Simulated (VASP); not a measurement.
BP: equation of state with PBE

**Measured values to compare with.**

“Equation of state of single-crystal cubic boron phosphide”, 2014, arxiv:1407.1677 reports, for a bulk crystal of BP at 300 K: bulk modulus 179 ± 1 GPa.

The system is BP.

```
P B
1.0
     0.00000    2.26900    2.26900
     2.26900    0.00000    2.26900
     2.26900    2.26900    0.00000
P B
1 1
Direct
  0.75000 0.75000 0.75000
  0.00000 0.00000 0.00000
```

| Item | Value |
| --- | --- |
| Program | VASP 6.6.1 |
| Task | equation of state |
| Functional | PBE |
| Potentials or basis | VASP PAW PBE potentials, release 64 (P, B) |
| Cutoff | 520 eV |
| k mesh | 10 × 10 × 10 |
| Occupations | fermi-dirac, width 0.05 eV |
| Spin | no spin polarisation |
| Further INCAR settings | ALGO = Normal; EDIFF = 1e-07; NBANDS = 11 |

```
Equilibrium volume                      : 11.75 Å³/atom
Bulk modulus                            : 162 GPa
Pressure derivative of the bulk modulus : 3.8
```

Energy against volume, from the lowest point:
```
volume (Å³/atom)  energy (meV/atom)
          10.981              28.19
          11.214              13.13
          11.448               3.90
          11.682               0.00
          11.915               0.92
          12.149               6.22
          12.383              15.53
```

All runs of the series together: 62 s on 1 thread of Intel(R) Xeon(R) Platinum 8488C (Sapphire Rapids), on a shared host.

Measured bulk modulus of BP: 179 GPa (300 K; “Equation of state of single-crystal cubic boron phosphide”, 2014, arxiv:1407.1677). This calculation gives 162 GPa (-9.7 %). 3 values of this kind are on record (173 to 179 GPa); this one was drawn at random among those near their median, those with a stated uncertainty first. The fit is for a static lattice scaled at fixed shape and fixed fractional positions.

PBE usually gives volumes a little too large and moduli too small.
